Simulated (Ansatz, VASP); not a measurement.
# NaF: VASP beside Ansatz

Aim: how closely do two programs agree when they are given the same cell, functional and k mesh?

Program: Ansatz 0.2.0. Level of theory: plane waves, with VASP 6.6.1 beside it; relaxation of cell and atoms at PBE with D3(BJ). Results are calculated unless marked as measured.

### 1. The starting structure

The structure is cubic, space group Fm-3m (No. 225). Conventional cell: a = 4.639 Å, b = 4.639 Å, c = 4.639 Å, α = 90.00°, β = 90.00°, γ = 90.00°. Nearest to Na lie 6 F at 2.32 Å. Nearest to F lie 6 Na at 2.32 Å. Farther neighbours and most contacts between anions are not listed.

### 2. Ansatz: relaxation of cell and atoms, PBE with D3(BJ)

Ansatz runs on its default PAW (the set named soft_2) files.

The relaxed volume is the usual yardstick between codes: its relative difference is about their pressure difference at one cell divided by the bulk modulus.

input.yaml reads:

```yaml
crystal:
  lattice:
    - [0.0, 2.31955, 2.31955]
    - [2.31955, 0.0, 2.31955]
    - [2.31955, 2.31955, 0.0]
  atoms:
    - { symbol: Na, position: [0.0, 0.0, 0.0] }
    - { symbol: F, position: [0.5, 0.5, 0.5] }
hamiltonian:
  xc: pbe
  pseudopotentials: { kind: paw }
  dispersion: d3bj
kpoints:
  mp_grid: { grid: [7, 7, 7] }
scf:
  occupations: { method: fermi_dirac, width: 0.05 }
relax:
  f_tol: 0.01
  max_steps: 60
  cell: { stress_tol: 0.05 }
output:
  forces: true
  stress: true
  write_density: true
  write_potential: true
  elf: true
  volumetric_format: npy
```

On the command line:

```console
$ ansatz run input.yaml --threads 4 --pin off --max-ram 9216MiB --backend cpu --events-out ev --progress --plain --runs-dir out
```

Numbers of over 12 decimals in the logs are rounded to 6 here.

What it wrote:

```text
Engine: ansatz 0.2.0, aarch64-unknown-linux-gnu
Pseudopotentials: kind: paw
Pseudopotential: Na, paw, valence charge 9, recommended cutoff 420 eV (normal), Na.paw.azcp
Pseudopotential: F, paw, valence charge 7, recommended cutoff 420 eV (normal), F.paw.azcp
Functional definition: PBE
  parameter kappa = 0.804
  parameter beta = 0.066725
  exchange = pbe_x(kappa = kappa, mu = beta*pi^2/3)
  correlation = pbe_c(beta = beta)
Crystal: 2 atoms, lattice volume = 24.960 Å³
Basis set: ecut = 420 eV, 531 PW (Γ), exchange–correlation on 48×48×48 points (8 copies of the dense FFT grid, shifted against one another)
Bands: 12, of which v1, the nominal top of the filled ones, is band 8 counted from 1 (7 counted from 0)
Symmetry: 48 space group operations
Space group: Fm-3m (ITA 225), of the structure as read, at distance tolerance 2.9e-5 Å
k-points: 20 of 343
Non-local potential: Na, projectors of the file, l = 0: 3, l = 1: 2, l = 2: 1
Non-local potential: F, projectors of the file, l = 0: 2, l = 1: 2, l = 2: 1
PAW form: soft (Blöchl's): semilocal exchange-correlation on the pseudo side does not see the compensation charge
PAW one-centre angular grid: Na, 110 points (default); XC on 64 Gauss nodes
PAW one-centre angular grid: F, 110 points (default); XC on 64 Gauss nodes
Initial density: superposition of atomic densities (neutral atoms: chi_scale 0, normalization atom), corrected by the library's trained network
Initial wavefunctions: pseudopotential atomic-orbital guess
Functional: x = pbe(κ = 0.804, μ = 0.219515), c = pbe(β = 0.066725)
SCF iter   1: F=—  HF=-2297.771806 eV  |F-HF|=—  |Δ(HF+E_count)|=         —  Δρ=7.67e-4  dr2=9.79e-5  ethr=1.77e-3  ⟨swp⟩=5.2  Hψ=1345  notcnv=0
preconditioner: auto → none  [insulator: Δε(μ)=6.293 eV  Ē_g=26.387 eV  σ=0.050 eV  W_gap=1.00  n_scr=8 (ndim 8)  ℏωp=27.8 eV  f_vac=0.108  D(μ)=0.00/eV (n_scr^D=0)  ε∞_Penn≈2.1]
SCF iter   2: F=—  HF=-2297.771421 eV  |F-HF|=—  |Δ(HF+E_count)|=   3.85e-4  Δρ=1.06e-3  dr2=1.59e-4  ethr=6.12e-7  ⟨swp⟩=2.2  Hψ=567  notcnv=0
SCF iter   3: F=—  HF=-2297.771390 eV  |F-HF|=—  |Δ(HF+E_count)|=   3.04e-5  Δρ=3.51e-4  dr2=1.49e-5  ethr=6.12e-7  ⟨swp⟩=2.0  Hψ=292  notcnv=0
SCF iter   4: F=—  HF=-2297.771405 eV  |F-HF|=—  |Δ(HF+E_count)|=   1.45e-5  Δρ=3.81e-5  dr2=1.21e-7  ethr=9.34e-8  ⟨swp⟩=2.3  Hψ=330  notcnv=0
SCF iter   5: F=—  HF=-2297.771406 eV  |F-HF|=—  |Δ(HF+E_count)|=   1.17e-6  Δρ=4.25e-5  dr2=3.11e-7  ethr=7.54e-10  ⟨swp⟩=2.0  Hψ=390  notcnv=0
SCF iter   6: F=-2297.771406 eV  HF=-2297.771406 eV  |F-HF|=3.74e-8  |Δ(HF+E_count)|=   8.11e-8  Δρ=1.54e-5  dr2=4.17e-8  ethr=6.25e-10  ⟨swp⟩=5.0  Hψ=1237  notcnv=0
SCF 1 converged in 6 iterations: F = -2297.771406 eV  dr2 = 4.17e-8
  greatest PAW one-centre occupation: 0.999 electrons in one spin orbital (limit 2), on the Na atom at site 0 (counted from 0), in its partial waves of l = 0
relax step   1: F+E_penalty+E_count = -2297.77140581 eV  Δ(F+E_penalty+E_count) = +0.000e0 eV  max|allowed force component| = 1.504e-29 eV/Å  Δτ_max = 0.0000 Å  P = -0.337 GPa  Ω = 24.960 Å³  (6 SCF iters, dr2 threshold 1.00e-7 eV, accepted)
[...]
relax step   2: F+E_penalty+E_count = -2297.77167973 eV  Δ(F+E_penalty+E_count) = -2.739e-4 eV  max|allowed force component| = 9.466e-30 eV/Å  Δτ_max = 0.0000 Å  P = -0.203 GPa  Ω = 24.899 Å³  energy of the carried Pulay correction = +1.719e-4 eV  (4 SCF iters, dr2 threshold 2.00e-7 eV, accepted)
[...]
relax step   3: F+E_penalty+E_count = -2297.77199547 eV  Δ(F+E_penalty+E_count) = -3.157e-4 eV  max|allowed force component| = 7.289e-30 eV/Å  Δτ_max = 0.0000 Å  P = +0.001 GPa  Ω = 24.808 Å³  energy of the carried Pulay correction = +4.304e-4 eV  (4 SCF iters, dr2 threshold 1.03e-7 eV, accepted)
[...]
relax step   4: F+E_penalty+E_count = -2297.77149174 eV  Δ(F+E_penalty+E_count) = +5.037e-4 eV  max|allowed force component| = 6.442e-30 eV/Å  Δτ_max = 0.0000 Å  P = -0.036 GPa  Ω = 24.808 Å³  stress off target by 3.64e-2 GPa  SCF on the basis re-selected at this cell (its energy is not comparable with the rows above)  (6 SCF iters)
basis re-selected at this cell: Δ(F+E_penalty+E_count) = +5.037e-4 eV, ΔP = -0.037 GPa vs the last step (what re-selecting the basis moved, of the pressure what is left beyond the Pulay correction that the steps carried, after the strain that the cell walked since its last selection, with what the two solves' SCF thresholds leave and, on support functions, any second-order correction that the steps lacked; it is no m [...]
SCF converged after 6 iterations
Free energy (F): -2297.771492 eV
Harris-Foulkes:  -2297.771492 eV  (|F-HF|=5.46e-12)
Internal energy: -2297.771492 eV  (E = F + TS)
E sigma→0 (E₀):  -2297.771492 eV
Fermi energy:    4.275879 eV
--- Per-component energies (eV) ---
  E_band       = -233.089057
  E_kinetic    = 329.298965
  E_local      = -1691.042622  (includes V_loc(G=0)·N_el)
  E_nonlocal   = 188.717144
  E_hartree    = 599.918690
  E_xc         = -120.220030
  E_vxc        = -154.212023  (∫ρ·V_xc dr)
  E_paw        = -463.646988  (= ΣΔE_a)
  E_vpaw       = -105.689936  (= ΣTr[D̂ρ^β])
  E_aug_tail   = 0.002010  (compensation charges beyond the density's cutoff)
  E_ewald      = -1140.450346
  E_disp       = -0.348315  (pairwise vdW)
  E_smearing   = -0.000000  (= −TS)
  E_closure    = 0.000000  (closes the sum)
  Σ components = -2297.771492   (vs F -2297.771492, Δ=0.00e0)
--- Forces (eV/Å), atoms counted from 1 ---
  atom   1  Na    -0.00000000     0.00000000     0.00000000
  atom   2  F      0.00000000    -0.00000000     0.00000000
  max |Σ_I F_I| component: 1.24e-29 eV/Å
--- Stress (GPa, compression-positive) ---
       -0.036355      -0.000000      -0.000000
       -0.000000      -0.036355      -0.000000
       -0.000000      -0.000000      -0.036355
  P = ⅓ Tr σ = -0.0364 GPa (-0.364 kbar)
--- Band table (eV; the first three rows and the last of 20) ---
  k-point 0: bands = [... 4 lower, -17.8953, 1.0408, 1.0408, 1.0408, 7.3718, 20.0494, 20.0494, 20.0494]
  k-point 1: bands = [... 4 lower, -17.6305, 0.6684, 0.9927, 0.9927, 8.0716, 17.9937, 20.3549, 20.3549]
  k-point 2: bands = [... 4 lower, -17.3288, -0.0201, 0.8847, 0.8847, 9.6806, 15.7033, 20.9462, 20.9462]
  k-point 19: bands = [... 4 lower, -17.4080, 0.1045, 0.1433, 0.5760, 13.9045, 14.3157, 16.3220, 18.7055]
--- Relaxed structure (3 steps of the walk, 3 accepted, 1 SCFs on fresh bases) ---
  F+E_penalty+E_count = -2297.77149174 eV   max|allowed force component| = 6.442e-30 eV/Å   (the final SCF, on the basis selected at the relaxed cell)
  cell:  # Å, volume = 24.8079 Å³
    - [0, 2.314834, 2.314834]
    - [2.314834, 0, 2.314834]
    - [2.314834, 2.314834, 0]
  atoms:
    - { symbol: Na, position: [0, 0, 0] }
    - { symbol: F, position: [0.5, 0.5, 0.5] }
```

Wall time 1 s (4 threads of Arm Neoverse V1, shared host); peak memory 0.28 GiB.

### 3. VASP: relaxation of cell and atoms, PBE with D3(BJ)

The same cell, functional, mesh and smearing now go to VASP, with its own data sets and cutoff.

Lines of VASP's logs that name or quote its potential files are left out, and so is its time.

INCAR reads:

```
SYSTEM = NaF
PREC = Accurate
ENCUT = 560
EDIFF = 1E-06
NELM = 100
ISMEAR = -1
SIGMA = 0.05
LREAL = .FALSE.
ALGO = Normal
GGA = PE
IVDW = 12
NBANDS = 13
LORBIT = 11
LWAVE = .FALSE.
LCHARG = .FALSE.
KPAR = 2
IBRION = 2
NSW = 60
ISIF = 3
EDIFFG = -0.01
```

POSCAR reads:

```
NaF
1.0
    0.0000000000      2.3195500000      2.3195500000
    2.3195500000      0.0000000000      2.3195500000
    2.3195500000      2.3195500000      0.0000000000
Na F
1 1
Direct
    0.0000000000      0.0000000000      0.0000000000
    0.5000000000      0.5000000000      0.5000000000
```

KPOINTS reads:

```
Automatic mesh
0
Gamma
7 7 7
0 0 0
```

Potentials, in the order of the species: Na_pv and F (PBE family, release 64).

On the command line:

```console
$ mpirun -np 2 vasp_std
```

What it wrote:

```text
[banner, memory and clock lines left out]
running    2 mpi-ranks, on    1 nodes
 distrk:  each k-point on    1 cores,    2 groups
 distr:  one band on    1 cores,    1 groups

 POSCAR found type information on POSCAR NaF
 POSCAR found :  2 types and       2 ions
 LDA part: xc-table for (Slater+PW92), standard interpolation
 POSCAR, INCAR and KPOINTS ok, starting setup
 FFT: planning ... GRIDC
 FFT: planning ... GRID_SOFT
 FFT: planning ... GRID
 WAVECAR not read
 entering main loop
       N       E                     dE             d eps       ncg     rms          rms(c)
DAV:   1     0.114411219873E+03    0.11441E+03   -0.79350E+03   525   0.133E+03
DAV:   2    -0.341824348385E+01   -0.11783E+03   -0.10707E+03   550   0.379E+02
DAV:   3    -0.940908476980E+01   -0.59908E+01   -0.59691E+01   635   0.780E+01
DAV:   4    -0.945826038937E+01   -0.49176E-01   -0.49171E-01   570   0.763E+00
DAV:   5    -0.945875790768E+01   -0.49752E-03   -0.49751E-03   640   0.782E-01    0.542E+00
DAV:   6    -0.857160845740E+01    0.88715E+00   -0.32800E+00   610   0.160E+01    0.183E+00
DAV:   7    -0.856122391229E+01    0.10385E-01   -0.29272E-02   540   0.218E+00    0.106E+00
DAV:   8    -0.856257207500E+01   -0.13482E-02   -0.29284E-02   530   0.367E+00    0.143E-01
DAV:   9    -0.856329714655E+01   -0.72507E-03   -0.42041E-03   605   0.628E-01    0.118E-01
DAV:  10    -0.856319277633E+01    0.10437E-03   -0.73025E-04   545   0.328E-01    0.141E-02
DAV:  11    -0.856319097061E+01    0.18057E-05   -0.24401E-05   585   0.763E-02    0.279E-03
DAV:  12    -0.856319129136E+01   -0.32074E-06   -0.14423E-06   590   0.156E-02
   1 F= -.89092254E+01 E0= -.89092254E+01  d E =-.890923E+01
 curvature:   0.00 expect dE= 0.000E+00 dE for cont linesearch  0.000E+00
 trial: gam= 0.00000 g(F)=  0.198E-59 g(S)=  0.352E-03 ort = 0.000E+00 (trialstep = 0.100E+01)
 search vector abs. value=  0.352E-03
 bond charge predicted
       N       E                     dE             d eps       ncg     rms          rms(c)
DAV:   1    -0.856492446745E+01   -0.17335E-02   -0.58013E-02   615   0.368E+00    0.454E-01
DAV:   2    -0.856191840859E+01    0.30061E-02   -0.10633E-02   635   0.104E+00    0.123E-01
DAV:   3    -0.856170868477E+01    0.20972E-03   -0.48034E-04   610   0.460E-01    0.630E-02
DAV:   4    -0.856162736591E+01    0.81319E-04   -0.62270E-05   621   0.273E-01    0.112E-02
DAV:   5    -0.856162466836E+01    0.26976E-05   -0.10130E-05   591   0.471E-02    0.277E-03
DAV:   6    -0.856162410997E+01    0.55838E-06   -0.15308E-06   393   0.217E-02
   2 F= -.89094662E+01 E0= -.89094662E+01  d E =-.240837E-03
 trial-energy change:   -0.000241  1 .order   -0.000230   -0.000352   -0.000109
 step:   1.3332(harm=  1.4481)  dis= 0.00000  next Energy=    -8.909485 (dE=-0.259E-03)
 bond charge predicted
       N       E                     dE             d eps       ncg     rms          rms(c)
DAV:   1    -0.856142382092E+01    0.20085E-03   -0.64922E-03   620   0.123E+00    0.151E-01
DAV:   2    -0.856108907992E+01    0.33474E-03   -0.11829E-03   630   0.349E-01    0.411E-02
DAV:   3    -0.856106420930E+01    0.24871E-04   -0.53438E-05   600   0.153E-01    0.210E-02
DAV:   4    -0.856105582448E+01    0.83848E-05   -0.69002E-06   631   0.908E-02    0.370E-03
DAV:   5    -0.856105578869E+01    0.35784E-07   -0.10061E-06   292   0.158E-02
   3 F= -.89095029E+01 E0= -.89095029E+01  d E =-.277500E-03
 curvature:  -0.68 expect dE=-0.152E-05 dE for cont linesearch -0.152E-05
 trial: gam=-0.07353 g(F)=  0.216E-59 g(S)=  0.225E-05 ort = 0.281E-04 (trialstep = 0.107E+01)
 search vector abs. value=  0.144E-07
 reached required accuracy - stopping structural energy minimisation
```

Parts of OUTCAR (step 3):

```text
ion  position               nearest neighbor table
   1  0.000  0.000  0.000-   2 2.32   2 2.32   2 2.32   2 2.32   2 2.32   2 2.32
   2  0.500  0.500  0.500-   1 2.32   1 2.32   1 2.32   1 2.32   1 2.32   1 2.32

  LATTYP: Found a face centered cubic cell.
 ALAT       =     4.6391000000

 Subroutine GETGRP returns: Found 48 space group operations
 (whereof 48 operations were pure point group operations)

The static configuration has the point symmetry O_h .

 Found     20 irreducible k-points:

   k-points           NKPTS =     20   k-points in BZ     NKDIM =     20   number of bands    NBANDS=     13

   dimension x,y,z NGX =    28 NGY =   28 NGZ =   28
   dimension x,y,z NGXF=    56 NGYF=   56 NGZF=   56

   ENCUT  =  560.0 eV  41.16 Ry    6.42 a.u.   6.33  6.33  6.33*2*pi/ulx,y,z

   NELECT =      14.0000    total number of electrons

 k-points in reciprocal lattice and weights: Automatic mesh
   0.00000000  0.00000000  0.00000000       0.003
   0.14285714  0.00000000  0.00000000       0.023
   0.28571429  0.00000000  0.00000000       0.023
   0.42857143  0.00000000  0.00000000       0.023
   0.14285714  0.14285714  0.00000000       0.017
   0.28571429  0.14285714  0.00000000       0.070
   0.42857143  0.14285714  0.00000000       0.070
  -0.42857143  0.14285714  0.00000000       0.070
  -0.28571429  0.14285714  0.00000000       0.070
[...]
-0.42857143  0.42857143  0.14285714       0.070
  -0.28571429  0.42857143  0.14285714       0.070

 Edisp (eV)   -0.34784

 average (electrostatic) potential at core
       1 -46.8589       2 -77.4126

 E-fermi :  -0.8724

 k-point     1 :       0.0000    0.0000    0.0000
  band No.  band energies     occupation
    ...
      3     -21.0061      2.00000
      4     -21.0061      2.00000
      5      -2.0701      2.00000
      6      -2.0701      2.00000
      7      -2.0701      2.00000
      8       4.2486      0.00000
      9      16.9316      0.00000
     10      16.9316      0.00000
     11      16.9316      0.00000
     12      19.8030      0.00000
    ...

 k-point     2 :       0.1429    0.0000    0.0000
  band No.  band energies     occupation
    ...
      3     -21.0084      2.00000
      4     -20.7452      2.00000
      5      -2.4455      2.00000
      6      -2.1193      2.00000
      7      -2.1193      2.00000
      8       4.9505      0.00000
      9      14.8766      0.00000
     10      17.2385      0.00000
     11      17.2385      0.00000
     12      21.2893      0.00000
    ...

 k-point     3 :       0.2857    0.0000    0.0000
  band No.  band energies     occupation
    ...
      3     -21.0136      2.00000
      4     -20.4421      2.00000
      5      -3.1374      2.00000
      6      -2.2281      2.00000
      7      -2.2281      2.00000
      8       6.5629      0.00000
      9      12.5868      0.00000
     10      17.8344      0.00000
     11      17.8344      0.00000
     12      20.6679      0.00000
    ...

 Edisp (eV)   -0.34845

  Total      -0.00557    -0.00557    -0.00557     0.00000     0.00000    -0.00000
  in kB      -0.36011    -0.36011    -0.36011     0.00000     0.00000    -0.00000
  external pressure =       -0.36 kB  Pullay stress =        0.00 kB

  energy-cutoff  :      560.00
  volume of cell :       24.79
      direct lattice vectors                 reciprocal lattice vectors
     0.000000000  2.314348921  2.314348921    -0.216043482  0.216043482  0.216043482
     2.314348921  0.000000000  2.314348921     0.216043482 -0.216043482  0.216043482
     2.314348921  2.314348921  0.000000000     0.216043482  0.216043482 -0.216043482

 POSITION                                       TOTAL-FORCE (eV/Angst)
 -----------------------------------------------------------------------------------
      0.00000      0.00000      0.00000         0.000000      0.000000     -0.000000
      2.31435      2.31435      2.31435        -0.000000     -0.000000      0.000000
 -----------------------------------------------------------------------------------
    total drift:                                0.000000      0.000000      0.000000

  FREE ENERGIE OF THE ION-ELECTRON SYSTEM (eV)
  ---------------------------------------------------
  free  energy   TOTEN  =        -8.9095029005 eV

  energy  without entropy=       -8.9095029005  energy(sigma->0) =       -8.90950290

 reached required accuracy - stopping structural energy minimisation

 total charge
# of ion       s       p       d       tot
------------------------------------------
    1        0.050   5.995   0.000   6.045
    2        1.725   4.384   0.000   6.109
--------------------------------------------------
tot          1.776  10.379   0.000  12.154

[... 3 further parts left out ...]
```

CONTCAR:

```
NaF
   1.00000000000000
     0.0000000000000000    2.3143489209578867    2.3143489209578867
     2.3143489209578867    0.0000000000000000    2.3143489209578867
     2.3143489209578867    2.3143489209578867    0.0000000000000000
  Na              F
     1     1
Direct
     0.0000000000000000    0.0000000000000000    0.0000000000000000
     0.5000000000000000    0.5000000000000000    0.5000000000000000
```

### 4. Comparison

Known differences besides the potentials themselves: both relaxations stop at a tolerance, which leaves soft axes loose, and VASP keeps its plane-wave basis; the data sets hold 16 valence electrons in Ansatz (default PAW (the set named soft_2) files) and 14 in VASP; the cutoff is 420 eV in Ansatz and 560 eV in VASP; VASP leaves aspherical gradient terms in its spheres out (LASPH is not set), Ansatz keeps them; Ansatz adds a Pulay correction to the stress that steers its cell, VASP none. Total energies have different zeros and are not compared.

The two programs side by side:

```
                                         quantity  Ansatz   VASP  difference
                                      volume (Å³)   24.81  24.79     +0.06 %
edge a after relaxation, in the typed setting (Å)   3.274  3.273     +0.02 %
```

The walks stopped with -0.04 GPa left in Ansatz and -0.04 GPa in VASP; each walk ends within a tolerance, so the volume difference is uncertain by about these residues over the bulk modulus, most in soft cells.

### 5. Results

| Property | Result |
| --- | --- |
| difference in volume (relaxation of cell and atoms, PBE with D3(BJ)) | 0.063 % |

What this shows: The difference in volume is 0.063 % (relaxation of cell and atoms, PBE with D3(BJ)), within the 1.2 % picked in this series as the mark of a large difference, as far as the stopping tolerances let one tell. Such differences can come from data sets, numerical settings and the points named under the comparisons, not from the functional's error against experiment.

[Lines on the potential files, build, host, timing and source positions are cut from VASP's logs without a mark.]

[Logs are printed without paths, hosts, clocks, repeated set-up lines and the standing remarks that a program may print on its own settings, such as how far it seeks lower states.]

[Hosts, paths, dates, database ids (printed as entryN), source tags and the programs' standing remarks are cut or masked in the printed files.]
